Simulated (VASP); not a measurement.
# TePb (Fm-3m) in VASP: notebook, part 2 of 2

VASP 6.6.1. The steps go on from the part before.

**4. Single point, PBE**

This run uses another cell than the first one, of 33.60 Å³/atom, 1.053 times its volume.

The input, INCAR:

```
ALGO = Normal
EDIFF = 1E-6
ENCUT = 520
GGA = PE
ISIF = 2
ISMEAR = -1
LASPH = True
LCHARG = False
LREAL = False
LWAVE = False
NBANDS = 17
NELM = 100
PREC = Accurate
SIGMA = 0.03
```

The input, KPOINTS:

```
k-points
0
Gamma
  10 10 10
```

The input, POSCAR:

```
TePb
1.0
    0.0000000000      3.2270000000      3.2270000000
    3.2270000000      0.0000000000      3.2270000000
    3.2270000000      3.2270000000      0.0000000000
Te Pb
1 1
Direct
    0.5000000000      0.5000000000      0.5000000000
    0.0000000000      0.0000000000      0.0000000000
```

Potentials or basis: VASP PAW PBE potentials, release 64 (Te, Pb_d).

Run with:

```console
> cat potpaw_PBE.64/Te/POTCAR potpaw_PBE.64/Pb_d/POTCAR > POTCAR
> mpirun -np 1 vasp_std > vasp.out
```

OUTCAR:

```text
EDIFF = 1E-6
   ENCUT = 520
   GGA = PE
   ISIF = 2
   ISMEAR = -1
   LASPH = True
   LREAL = False
   NELM = 100
   PREC = Accurate

 ion  position               nearest neighbor table
   1  0.500  0.500  0.500-   2 3.23   2 3.23   2 3.23   2 3.23   2 3.23   2 3.23
   2  0.000  0.000  0.000-   1 3.23   1 3.23   1 3.23   1 3.23   1 3.23   1 3.23

  LATTYP: Found a face centered cubic cell.
 ALAT       =     6.4540000000

  Lattice vectors:

 A1 = (   0.0000000000,   3.2270000000,   3.2270000000)
 A2 = (   3.2270000000,   0.0000000000,   3.2270000000)
 A3 = (   3.2270000000,   3.2270000000,   0.0000000000)

Analysis of symmetry for initial positions (statically):
=====================================================================
 Subroutine PRICEL returns:
 Original cell was already a primitive cell.

 Routine SETGRP: Setting up the symmetry group for a
 face centered cubic supercell.

 Subroutine GETGRP returns: Found 48 space group operations
 (whereof 48 operations were pure point group operations)
 out of a pool of 48 trial point group operations.

The static configuration has the point symmetry O_h .
[... 158 lines left out ...]

  energy without entropy =       -7.49796661  energy(sigma->0) =       -7.49796663

 E-fermi :   6.0392     XC(G=0):  -9.3169

 val. band max:        5.6748662887   @ k =   0.5000   0.0000   0.0000
 cond. band min:       6.4024555980   @ k =   0.5000   0.0000   0.0000
 fundamental gap:      0.7275893093
 Fermi energy:         6.0391804474

 k-point     1 :       0.0000    0.0000    0.0000
  band No.  band energies     occupation
      1     -11.0534      2.00000
      2     -11.0534      2.00000
      3     -11.0440      2.00000
      4     -11.0440      2.00000
      5     -11.0440      2.00000
      6      -6.3770      2.00000
[... 457 lines left out ...]
      4     -11.0243      2.00000
      5     -11.0232      2.00000
      6      -5.1124      2.00000
[... 9 lines left out ...]
     16      15.3294      0.00000
     17      15.8427      0.00000

 [... further k-points ...]

------------------------ aborting loop because EDIFF is reached ----------------------------------------

  FORCE on cell =-STRESS in cart. coord.  units (eV):
  Direction    XX          YY          ZZ          XY          YZ          ZX
  --------------------------------------------------------------------------------------
  -------------------------------------------------------------------------------------
  Total        0.9422244      0.9422244      0.9422244      0.0000000      0.0000000     -0.0000000
  in kB       22.4614640     22.4614640     22.4614640      0.0000000      0.0000000     -0.0000000
  external PRESSURE =      22.4614640 kB  Pullay stress =       0.0000000 kB

 VOLUME and BASIS-vectors are now :
 -----------------------------------------------------------------------------
  energy-cutoff  :      520.00
  volume of cell :       67.21
      direct lattice vectors                 reciprocal lattice vectors
     0.000000000  3.227000000  3.227000000    -0.154942671  0.154942671  0.154942671
     3.227000000  0.000000000  3.227000000     0.154942671 -0.154942671  0.154942671
     3.227000000  3.227000000  0.000000000     0.154942671  0.154942671 -0.154942671

 POSITION                                       TOTAL-FORCE (eV/Angst)
 -----------------------------------------------------------------------------------
      3.22700      3.22700      3.22700         0.000000      0.000000      0.000000
      0.00000      0.00000      0.00000        -0.000000     -0.000000     -0.000000
 -----------------------------------------------------------------------------------
    total drift:                               -0.000000      0.000000      0.000000

  FREE ENERGIE OF THE ION-ELECTRON SYSTEM (eV)
  ---------------------------------------------------
  free  energy   TOTEN  =        -7.4979666444 eV

  energy  without entropy=       -7.4979666094  energy(sigma->0) =       -7.49796663
```

OSZICAR:

```text
N       E                     dE             d eps       ncg     rms          rms(c)
DAV:   1     0.153851381260E+03    0.15385E+03   -0.90732E+03  1598   0.114E+03
DAV:   2     0.258436938106E+01   -0.15127E+03   -0.14680E+03  1692   0.296E+02
DAV:   3    -0.734166579491E+01   -0.99260E+01   -0.98728E+01  2088   0.832E+01
DAV:   4    -0.760615668269E+01   -0.26449E+00   -0.26435E+00  1970   0.151E+01
DAV:   5    -0.761751314692E+01   -0.11356E-01   -0.11356E-01  2327   0.285E+00    0.335E+00
DAV:   6    -0.749936964824E+01    0.11814E+00   -0.25774E-01  2274   0.357E+00    0.207E+00
DAV:   7    -0.749618301396E+01    0.31866E-02   -0.83027E-02  2013   0.140E+00    0.918E-01
DAV:   8    -0.749802906021E+01   -0.18460E-02   -0.96614E-03  1973   0.991E-01    0.148E-01
DAV:   9    -0.749792505826E+01    0.10400E-03   -0.12112E-03  2404   0.375E-01    0.655E-02
DAV:  10    -0.749796058903E+01   -0.35531E-04   -0.15391E-04  1868   0.940E-02    0.195E-02
DAV:  11    -0.749796679298E+01   -0.62040E-05   -0.35996E-05  2153   0.479E-02    0.168E-02
DAV:  12    -0.749796664439E+01    0.14859E-06   -0.20153E-06  1780   0.927E-03
   1 F= -.74979666E+01 E0= -.74979666E+01  d E =-.349860E-07
```

It took 40 s on 1 thread of Intel Xeon Platinum 8488C (Sapphire Rapids), shared host; peak memory 0.23 GiB.

Results:

| Quantity | Value |
| --- | --- |
| Free energy | -7.4980 eV |
| Pressure | 2.2 GPa |
| Band gap on the k mesh | 0.73 eV, direct |

Caveat: spin-orbit coupling is left out, which moves the levels of the heavy elements.

**5. Single point, PBE (volume scaled by 1.025)**

The input, INCAR:

```
SYSTEM = TePb
PREC = Accurate
ENCUT = 520
EDIFF = 1E-7
ISMEAR = -1
SIGMA = 0.03
LREAL = .FALSE.
LASPH = .TRUE.
NELM = 80
ALGO = Normal
ISIF = 2
LWAVE = .FALSE.
LCHARG = .FALSE.
GGA = PE
NBANDS = 17
```

The input, KPOINTS:

```
regular mesh
0
G
  10 10 10
  0 0 0
```

The input, POSCAR:

```
TePb
1.0
    0.0000000000      3.2536706310      3.2536706310
    3.2536706310      0.0000000000      3.2536706310
    3.2536706310      3.2536706310      0.0000000000
Te Pb
1 1
Direct
    0.5000000000      0.5000000000      0.5000000000
    0.0000000000      0.0000000000      0.0000000000
```

Run with:

```console
> cat potpaw_PBE.64/Te/POTCAR potpaw_PBE.64/Pb_d/POTCAR > POTCAR
> mpirun -np 1 vasp_std > vasp.out
```

It took 37 s on 1 thread of Intel Xeon Platinum 8488C (Sapphire Rapids), shared host; peak memory 0.23 GiB.

Results (log left out):

```yaml
Free_energy: -7.5160 eV
Pressure: 1.1 GPa
Band_gap_on_the_k_mesh: 0.78 eV, direct
```

Levels at points of the mesh, in eV from the valence-band top:
```csv
k point,band 7,band 8,band 9,band 10,band 11,band 12,band 13,band 14
"(0.00, 0.00, 0.00)",-5.64,-1.26,-1.26,-1.26,4.06,4.06,4.06,5.85
"(0.50, 0.00, 0.00)",-8.47,-0.82,-0.82,0.00,0.78,1.33,1.33,8.37
"(0.50, 0.50, 0.00)",-7.26,-4.33,-2.68,-2.68,3.39,5.40,5.40,6.59
```

Caveat: the cell differs from its parent crystal (volume scaled by 1.025); spin-orbit coupling is left out, which moves the levels of the heavy elements.

**6. Single point, PBE (volume scaled by 1.05)**

The input, INCAR:

```
PREC     = Accurate       # precision mode
ENCUT    = 520            # plane-wave cutoff, eV
EDIFF    = 1E-6           # SCF threshold, eV
ISMEAR   = -1             # smearing method
SIGMA    = 0.03           # smearing width, eV
LREAL    = False          # projectors in reciprocal space
LASPH    = True           # aspherical terms in the spheres
NELM     = 60             # most SCF steps
ALGO     = Normal         # electronic algorithm
ISIF     = 2              # what is computed and relaxed
LWAVE    = False          # write WAVECAR
LCHARG   = False          # write CHGCAR
GGA      = PE             # functional
NBANDS   = 17             # bands
```

The input, KPOINTS:

```
Automatic mesh
0
Gamma
  10 10 10
```

The input, POSCAR:

```
TePb
1.0
    0.0000000000      3.2799110434      3.2799110434
    3.2799110434      0.0000000000      3.2799110434
    3.2799110434      3.2799110434      0.0000000000
Te Pb
1 1
Direct
    0.5000000000      0.5000000000      0.5000000000
    0.0000000000      0.0000000000      0.0000000000
```

Potentials or basis: VASP PAW PBE potentials, release 64 (Te, Pb_d).

Run with:

```console
> cat potpaw_PBE.64/Te/POTCAR potpaw_PBE.64/Pb_d/POTCAR > POTCAR
> mpirun -np 1 vasp_std > vasp.out
```

Wall time 38 s (1 thread of Intel Xeon Platinum 8488C (Sapphire Rapids), shared host); peak memory 0.23 GiB.

It converged, with:

* Free energy: -7.5229 eV
* Pressure: 0.1 GPa
* Band gap on the k mesh: 0.82 eV, direct

Levels at points of the mesh, in eV from the valence-band top:
| k point | band 8 | band 9 | band 10 | band 11 | band 12 | band 13 |
| --- | --- | --- | --- | --- | --- | --- |
| (0.00, 0.00, 0.00) | -1.17 | -1.17 | -1.17 | 4.03 | 4.03 | 4.03 |
| (0.50, 0.00, 0.00) | -0.74 | -0.74 | 0.00 | 0.82 | 1.39 | 1.39 |
| (0.50, 0.50, 0.00) | -4.14 | -2.54 | -2.54 | 3.49 | 5.32 | 5.32 |

Caveat: the cell differs from its parent crystal (volume scaled by 1.05); spin-orbit coupling is left out, which moves the levels of the heavy elements. A k mesh can miss the band edges.

**7. Overview**

| cell | gap on the mesh (eV) | pressure (GPa) |
| --- | --- | --- |
| a = 4.486 Å, angles 60.0°, 2 atoms | 0.61 | 5.1 |
| a = 4.525 Å, angles 60.0°, 2 atoms | 0.67 | 3.6 |
| a = 4.564 Å, angles 60.0°, 2 atoms | 0.73 | 2.2 |
| a = 4.601 Å, angles 60.0°, 2 atoms | 0.78 | 1.1 |
| a = 4.638 Å, angles 60.0°, 2 atoms | 0.82 | 0.1 |

Alike in all rows: task single point; level PBE; potentials or basis VASP PAW PBE potentials, release 64 (Te, Pb_d); no spin polarisation; k mesh 10 × 10 × 10; cutoff (eV) 520; smearing fermi-dirac 0.03 eV.

Caveats: spin-orbit coupling is left out, which moves the levels of the heavy elements.

Absolute energies hang on the potentials; compare differences alone.

**8. How close it comes**

Step 4. Measured gap of TePb: 0.19 eV (direct; 4.2 K; a printed reference work, monograph). This calculation gives 0.73 eV (+0.54 eV). Spin-orbit coupling on Pb, Te is left out. The value is that of PBE on a finite k mesh, which can miss the band edges, without temperature or zero-point motion.
